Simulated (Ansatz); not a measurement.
# Ru: response to strain, part 2 of 2

Aim: deform Ru (equal xy, yz and zx engineering shear strains of -2 %) and compute stress, forces and field gradients with LAPW, PAW and all-electron datasets made for the crystal.

Ansatz 0.2.0; DFT PBEsol; a database cell (COD). «Crystal datasets» are all-electron PAW datasets made for this crystal. The steps go on from the part before.

### 4 PAW on the default files

File input.yaml:

```yaml
crystal:
  lattice:
    - [2.7057993342, -0.0270579933, -0.0270579933]
    - [-1.3763325767, 2.3568199577, -0.0099039129]
    - [-0.042819, -0.042819, 4.2819]
  atoms:
    - { symbol: Ru, position: [0.3333333333, 0.6666666667, 0.25] }
    - { symbol: Ru, position: [0.6666666667, 0.3333333333, 0.75] }
kpoints:
  mp_grid: { grid: [14, 14, 8] }
scf:
  occupations: { method: fermi_dirac, width: 0.03 }
hamiltonian:
  xc: pbesol
  pseudopotentials: { kind: paw }
output:
  forces: true
  stress: true
  eigenvalues: true
  efg: { contact_densities: true }
```

Run with:

```console
$ ansatz run input.yaml --threads 1 --pin off --max-ram 3072MiB --backend cpu --events-out ev --progress --plain --runs-dir out
```

Log:

```text
Ru: output.efg is read without spin–orbit coupling, which moves field gradients at and beside such atoms by some per cent and up to a factor of two; PAW files take it under magnetization.noncollinear and magnetization.spin_orbit
Engine: ansatz 0.2.0
Pseudopotentials: kind: paw
Pseudopotential: Ru, paw, valence charge 16, recommended cutoff 420 eV (normal)
Functional definition: PBEsol
  exchange = pbesol_x
  correlation = pbesol_c
Crystal: 2 atoms, lattice volume = 27.141 Å³
Basis set: ecut = 420 eV, 537 PW (Γ), exchange–correlation on 40×40×60 points (8 copies of the dense FFT grid, shifted against one another)
Bands: 20, of which v1, the nominal top of the filled ones, is band 16 counted from 1 (15 counted from 0)
Symmetry: 2 space group operations
Space group: P-1 (ITA 2), of the structure as read, at distance tolerance 3.0e-5 Å
k-points: 788 of 1568
Non-local potential: Ru, projectors of the file, l = 0: 3, l = 1: 2, l = 2: 2, l = 3: 1
PAW form: soft (Blöchl's): semilocal exchange-correlation on the pseudo side does not see the compensation charge
PAW frozen core: Ru, regenerated for the run's functional, and the local potential with it (the file was generated under x = pbe(κ = 0.804, μ = 0.2195149727645171), c = pbe(β = 0.06672455060314922))
PAW one-centre angular grid: Ru, 590 points (default); XC on 64 Gauss nodes
Initial density: superposition of atomic densities (neutral atoms: chi_scale 0, normalization atom), corrected by the library's trained network
Initial wavefunctions: pseudopotential atomic-orbital guess
Functional: x = pbesol(κ = 0.804, μ = 0.12345679012345678), c = pbesol(β = 0.046)
SCF iter   1: F=—  HF=-11632.979024 eV  |F-HF|=—  |Δ(HF+E_count)|=         —  Δρ=1.08e-2  dr2=2.00e-2  ethr=1.77e-3  ⟨swp⟩=5.2  Hψ=62333  notcnv=0
preconditioner: auto → none  [metal: Δε(μ)=0.001 eV  Ē_g=5.872 eV  σ=0.030 eV  W_gap=0.01  n_scr=8 (ndim 8)  ℏωp=28.5 eV  f_vac=0.000  D(μ)=2.38/eV (n_scr^D=30)  sad-step TF]
SCF iter   2: F=—  HF=-11632.976080 eV  |F-HF|=—  |Δ(HF+E_count)|=   2.94e-3  Δρ=5.64e-3  dr2=5.09e-3  ethr=6.26e-5  ⟨swp⟩=2.0  Hψ=37726  notcnv=0  defer=74
SCF iter   3: F=—  HF=-11632.975117 eV  |F-HF|=—  |Δ(HF+E_count)|=   9.63e-4  Δρ=3.52e-4  dr2=9.99e-6  ethr=1.59e-5  ⟨swp⟩=2.0  Hψ=24948  notcnv=0  defer=74
SCF iter   4: F=—  HF=-11632.975107 eV  |F-HF|=—  |Δ(HF+E_count)|=   1.02e-5  Δρ=8.46e-5  dr2=1.13e-6  ethr=3.12e-8  ⟨swp⟩=2.0  Hψ=28324  notcnv=0  defer=74
SCF iter   5: F=—  HF=-11632.975107 eV  |F-HF|=—  |Δ(HF+E_count)|=   8.44e-8  Δρ=2.82e-5  dr2=3.24e-7  ethr=3.54e-9  ⟨swp⟩=2.0  Hψ=25544  notcnv=0  defer=74
SCF iter   6: F=—  HF=-11632.975107 eV  |F-HF|=—  |Δ(HF+E_count)|=   6.33e-8  Δρ=1.28e-5  dr2=1.18e-7  ethr=3.13e-10  ⟨swp⟩=5.8  Hψ=61875  notcnv=0
SCF iter   7: F=-11632.975107 eV  HF=-11632.975107 eV  |F-HF|=3.55e-9  |Δ(HF+E_count)|=   2.89e-8  Δρ=3.53e-6  dr2=4.86e-9  ethr=3.13e-10  ⟨swp⟩=4.0  Hψ=50487  notcnv=0
SCF 1 converged in 7 iterations: F = -11632.975107 eV  dr2 = 4.86e-9
SCF converged after 7 iterations
Free energy (F): -11632.975107 eV
Harris-Foulkes:  -11632.975107 eV  (|F-HF|=3.55e-9)
Internal energy: -11632.968421 eV  (E = F + TS)
E sigma→0 (E₀):  -11632.971764 eV
Entropy (-TS):   -0.006686 eV (-3.343 meV/atom)
Fermi energy:    23.376522 eV
--- Per-component energies (eV) ---
  E_band       = -109.811641
  E_kinetic    = 1027.876619
  E_local      = -2515.590348  (includes V_loc(G=0)·N_el)
  E_nonlocal   = 689.217693
  E_hartree    = 805.350349
  E_xc         = -379.042489
  E_vxc        = -477.489468  (∫ρ·V_xc dr)
  E_paw        = -6798.680032  (= ΣΔE_a)
  E_vpaw       = -444.527640  (= ΣTr[D̂ρ^β])
  E_aug_tail   = -0.000417  (compensation charges beyond the density's cutoff)
  E_ewald      = -4462.606388
  E_core_change = 0.506592  (= ΣΔE_core)
  E_smearing   = -0.006686  (= −TS)
  E_closure    = 0.000000  (closes the sum)
  Σ components = -11632.975107   (vs F -11632.975107, Δ=0.00e0)
--- Forces (eV/Å), atoms counted from 1 ---
  atom   1  Ru     0.09319555    -0.00347264     0.01814011
  atom   2  Ru    -0.09319555     0.00347264    -0.01814011
  max |Σ_I F_I| component: 0.00e0 eV/Å
--- Stress (GPa, compression-positive) ---
       -5.241406       4.009138       3.964214
        4.009138      -5.207088       3.973270
        3.964214       3.973270      -7.175527
  P = ⅓ Tr σ = -5.8747 GPa (-58.747 kbar)
--- PAW observables at the nuclei: V_zz in 10²¹ V/m², potentials from the cell's mean, atoms counted from 1 ---
  atom   1  Ru V_zz =    -1.244184   η = 0.0806   by run symmetry: allowed
            electrostatic potential = -6805.277958 V   contact ρ = 718383.762302 e/Å³
  atom   2  Ru V_zz =    -1.244184   η = 0.0806   by run symmetry: allowed
            electrostatic potential = -6805.277958 V   contact ρ = 718383.762302 e/Å³
--- Band table (eV; the first three rows and the last of 788) ---
  k-point 0: bands = ["-49.6770", "-49.4689", "-20.1954", "-19.2538", "-19.2341", "-19.0829", "-19.0737", "-19.0236", "15.3281", "17.1479", "20.5977", "20.9257", "20.9697", "21.3046", "21.6268", "21.9591", "22.0679", "24.5367", "24.6193", "24.6258"]
  k-point 1: bands = ["-49.6692", "-49.4769", "-20.1531", "-19.2476", "-19.2279", "-19.0946", "-19.0893", "-19.0555", "15.5032", "17.2046", "20.5078", "20.7565", "20.9544", "21.2047", "21.5281", "22.1821", "22.2984", "24.0514", "24.5480", "24.6331"]
  k-point 2: bands = ["-49.6470", "-49.4998", "-20.0321", "-19.2312", "-19.2155", "-19.2064", "-19.1073", "-19.0862", "15.9958", "17.3437", "20.3796", "20.5374", "20.8227", "20.9575", "21.2803", "22.6967", "22.7809", "22.8231", "24.5150", "24.6000"]
  k-point 787: bands = ["-49.4750", "-49.4689", "-20.0801", "-20.0741", "-19.3396", "-19.3147", "-19.3139", "-19.3125", "17.2948", "17.2949", "18.8006", "18.8309", "22.4037", "22.4290", "23.7658", "23.7956", "25.0405", "25.0670", "26.6455", "26.7039"]
```

Wall time 11 s (1 thread of Intel Xeon 6975P-C (Granite Rapids), shared host); peak memory 0.66 GiB.

In short: pressure -5.87 GPa; no gap; largest force 0.095 eV/Å; Vzz Ru1 -1.24 (η = 0.08) (10²¹ V/m²).

### 5 All-electron PAW on datasets made for the crystal

input.yaml, as its differences from that of step 4:

```diff
@@ -14,3 +14,3 @@
   xc: pbesol
-  pseudopotentials: { kind: paw }
+  pseudopotentials: { kind: all_electron, datasets: crystal }
 output:
```

Run with:

```console
$ ansatz run input.yaml --threads 1 --pin off --max-ram 3072MiB --backend cpu --events-out ev --progress --plain --runs-dir out
```

Log:

```text
hamiltonian.pseudopotentials.datasets: crystal makes datasets for this crystal and solves the spheres of its atoms anew in each pass: cutoff 340.0 eV, the density's 1360.0 eV; for an error of 0.50 meV an atom under PBE, 1.0 meV for the cell; an energy difference from a run of another recipe may be off by several times the error for the cell, under r2SCAN by more, where some 0.1 meV an atom stays at smaller errors; Ru in spheres of 1.302 Å, 8 of its electrons in bands, 8 on its site; only band paths and densities of states list, in semicore columns, the levels of the semicore shells that are solved separately: 4s of Ru, 4p of Ru
band count auto-derived: 13 (N_el = 16.0; filled up to band 8; 12 by the electrons, moments and atoms)
Ru: output.efg is read without spin–orbit coupling, which moves field gradients at and beside such atoms by some per cent and up to a factor of two; PAW files take it under magnetization.noncollinear and magnetization.spin_orbit
Engine: ansatz 0.2.0
Pseudopotentials: kind: all_electron
Pseudopotential: Ru, paw, valence charge 16, recommended cutoff 340 eV (normal), Koelling and Harmon's equation, gaussian nucleus
Functional definition: PBEsol
  exchange = pbesol_x
  correlation = pbesol_c
Crystal: 2 atoms, lattice volume = 27.141 Å³
Basis set: ecut = 340 eV, 387 PW (Γ), exchange–correlation on 36×36×54 points (8 copies of the dense FFT grid, shifted against one another)
Bands: 13, of which v1, the nominal top of the filled ones, is band 8 counted from 1 (7 counted from 0)
Symmetry: 2 space group operations
Space group: P-1 (ITA 2), of the structure as read, at distance tolerance 3.0e-5 Å
k-points: 788 of 1568
Non-local potential: Ru, projectors of the file, l = 0: 1, l = 1: 1, l = 2: 2
PAW form: soft (Blöchl's): semilocal exchange-correlation on the pseudo side does not see the compensation charge
PAW one-centre angular grid: Ru, 590 points (default); XC on its mesh's 1861 points in the sphere
Initial density: superposition of atomic densities (neutral atoms: chi_scale 0, normalization atom)
Initial wavefunctions: pseudopotential atomic-orbital guess
Functional: x = pbesol(κ = 0.804, μ = 0.12345679012345678), c = pbesol(β = 0.046)
iter 1 solved again at ethr=3.57e-2 eV; its pass at ethr=1.00e-1 eV (dr2=5.72e0 eV) is discarded
SCF iter   1: F=—  HF=-246467.682236 eV  |F-HF|=—  |Δ(HF+E_count)|=         —  Δρ=1.53e-1  dr2=5.98e0  ethr=3.57e-2  ⟨swp⟩=2.1  Hψ=58446  notcnv=0
preconditioner: auto → none  [metal: Δε(μ)=0.003 eV  Ē_g=7.846 eV  σ=0.030 eV  W_gap=0.03  n_scr=2 (ndim 8)  ℏωp=28.5 eV  f_vac=0.000  D(μ)=2.05/eV (n_scr^D=22)  sad-step TF]
SCF iter   2: F=—  HF=-246466.545844 eV  |F-HF|=—  |Δ(HF+E_count)|=    1.14e0  Δρ=7.70e-2  dr2=1.56e0  ethr=3.57e-2  ⟨swp⟩=2.0  Hψ=20488  notcnv=0
iter 3 solved again at ethr=7.07e-4 eV; its pass at ethr=9.73e-3 eV (dr2=1.13e-1 eV) is discarded
SCF iter   3: F=—  HF=-246465.974152 eV  |F-HF|=—  |Δ(HF+E_count)|=   5.72e-1  Δρ=2.23e-2  dr2=1.15e-1  ethr=7.07e-4  ⟨swp⟩=2.6  Hψ=47858  notcnv=0  defer=81
SCF iter   4: F=—  HF=-246466.002488 eV  |F-HF|=—  |Δ(HF+E_count)|=   2.83e-2  Δρ=3.85e-3  dr2=3.40e-3  ethr=7.07e-4  ⟨swp⟩=3.0  Hψ=21634  notcnv=0  defer=7
SCF iter   5: F=—  HF=-246466.004871 eV  |F-HF|=—  |Δ(HF+E_count)|=   2.38e-3  Δρ=8.75e-4  dr2=1.77e-4  ethr=2.12e-5  ⟨swp⟩=3.0  Hψ=27337  notcnv=0  defer=84
SCF iter   6: F=—  HF=-246466.004873 eV  |F-HF|=—  |Δ(HF+E_count)|=   1.92e-6  Δρ=2.10e-4  dr2=2.00e-5  ethr=1.10e-6  ⟨swp⟩=2.4  Hψ=23158  notcnv=0  defer=25
SCF iter   7: F=—  HF=-246466.004868 eV  |F-HF|=—  |Δ(HF+E_count)|=   5.17e-6  Δρ=4.80e-5  dr2=1.66e-6  ethr=1.25e-7  ⟨swp⟩=3.0  Hψ=22197  notcnv=0  defer=2
SCF iter   8: F=-246466.004867 eV  HF=-246466.004867 eV  |F-HF|=1.81e-8  |Δ(HF+E_count)|=   5.13e-7  Δρ=1.07e-5  dr2=2.50e-8  ethr=1.04e-8  ⟨swp⟩=2.1  Hψ=16845  notcnv=0  defer=1
SCF 1 converged in 8 iterations: F = -246466.004871 eV  dr2 = 2.50e-8
  Residual-converged pass: ⟨swp⟩=3.9  Hψ=25700  notcnv=0  max |occ|·‖R‖ = 5.3e-6 eV (tolerance 5.3e-6 eV)  dr2=1.59e-8  dr2_onsite=2.79e-8  max |Δocc| = 3.7e-9
SCF converged after 8 iterations
Free energy (F): -246466.004871 eV
Harris-Foulkes:  -246466.004871 eV  (|F-HF|=1.81e-8)
Internal energy: -246465.998181 eV  (E = F + TS)
E sigma→0 (E₀):  -246466.001526 eV
Entropy (-TS):   -0.006691 eV (-3.345 meV/atom)
Past the cutoff: the bands carry plane waves up to 1.75 times it, of which those up to 1.5 times it add -0.000204 eV an atom, each by itself; the spheres take 0.000122 eV an atom off the energy for waves past 1.75 times it
By the cutoff:   a pressure is off by up to 0.007 GPa (1.2 times the spheres' own share and the shells' term, over an atom's volume, and 0.004 GPa: a bound that held against runs at twice the plane waves)
Past the cutoffs: a stress includes 0.0022 GPa for waves and charges beyond them, in addition to the slope of what the spheres take
In the spheres:  the bands' charges fall short by 5.7e-7 e at most (sound up to 1e-3), those of shells solved beside the bands by 1.1e-8 e (sound up to 5e-4)
Fermi energy:    25.622376 eV
--- Per-component energies (eV) ---
  The terms above E_closure are by the made datasets' own strengths, without shells solved beside the bands.
--- Forces (eV/Å), atoms counted from 1 ---
  atom   1  Ru     0.09326243    -0.00334300     0.01784019
  atom   2  Ru    -0.09326243     0.00334300    -0.01784019
  max |Σ_I F_I| component: 0.00e0 eV/Å
--- Stress (GPa, compression-positive) ---
       -5.250703       4.007633       3.964739
        4.007633      -5.214645       3.974201
        3.964739       3.974201      -7.210268
  P = ⅓ Tr σ = -5.8919 GPa (-58.919 kbar)
  It holds what live shells' own plane waves past their cutoff add
--- PAW observables at the nuclei: V_zz in 10²¹ V/m², potentials from the cell's mean, atoms counted from 1 ---
  atom   1  Ru V_zz =    -1.378800   η = 0.1103   by run symmetry: allowed
            electrostatic potential = -6803.612000 V   contact ρ = 718412.273628 e/Å³
  atom   2  Ru V_zz =    -1.378800   η = 0.1103   by run symmetry: allowed
            electrostatic potential = -6803.612000 V   contact ρ = 718412.273628 e/Å³
--- Band table (eV; the first three rows and the last of 788) ---
  k-point 0: bands = ["17.5716", "19.3921", "22.8436", "23.1722", "23.2159", "23.5507", "23.8730", "24.2054", "24.3145", "26.7833", "26.8658"]
  k-point 1: bands = ["17.7468", "19.4489", "22.7539", "23.0028", "23.2008", "23.4507", "23.7742", "24.4284", "24.5449", "26.2922", "26.7949"]
  k-point 2: bands = ["18.2394", "19.5880", "22.6259", "22.7835", "23.0691", "23.2035", "23.5265", "24.9430", "25.0236", "25.0691", "26.7623"]
  k-point 787: bands = ["19.5389", "19.5389", "21.0452", "21.0755", "24.6498", "24.6751", "26.0096", "26.0394", "27.2877", "27.3142", "28.8884"]
```

Run time: 39 s. Hardware: 1 thread of Intel Xeon 6975P-C (Granite Rapids), shared host; peak memory 1.3 GiB.

This run gives: pressure -5.89 GPa; no gap; largest force 0.095 eV/Å; Vzz Ru1 -1.38 (η = 0.11) (10²¹ V/m²).

### 6 Side by side

Stress (GPa, compression positive):

```tsv
method	xx	yy	zz	yz	xz	xy
LAPW	-5.26	-5.22	-7.22	3.97	3.96	4.01
PAW	-5.24	-5.21	-7.18	3.97	3.96	4.01
crystal datasets	-5.25	-5.21	-7.21	3.97	3.96	4.01
```

Forces (eV/Å):

```tsv
atom	LAPW x	LAPW y	LAPW z	PAW x	PAW y	PAW z	crystal datasets x	crystal datasets y	crystal datasets z
Ru1	0.093	-0.003	0.018	0.093	-0.003	0.018	0.093	-0.003	0.018
Ru2	-0.093	0.003	-0.018	-0.093	0.003	-0.018	-0.093	0.003	-0.018
```

| method | pressure (GPa) | largest force (eV/Å) | Vzz Ru1 (10²¹ V/m²) | SCF cycles, all passes |
| --- | --- | --- | --- | --- |
| LAPW | -5.90 | 0.095 | – | 9 |
| PAW | -5.87 | 0.095 | -1.24 | 7 |
| crystal datasets | -5.89 | 0.095 | -1.38 | 8 |

### 7 Summary of results

What follows sums up all 2 parts.

| quantity | value |
| --- | --- |
| pressure | LAPW -5.90, PAW -5.87, crystal datasets -5.89 GPa |
| largest shear or deviatoric stress (LAPW) | 4.01 GPa |

In words: The largest part of the stress beyond the pressure is 4.01 GPa in size; the atoms are carried along and not relaxed. No run of the undeformed cell stands beside it, so the pressure holds what the given cell had before the change. PAW: stress within 0.04 GPa of LAPW, forces within 1 meV/Å. Crystal datasets: stress within 0.01 GPa of LAPW, forces within 1 meV/Å.
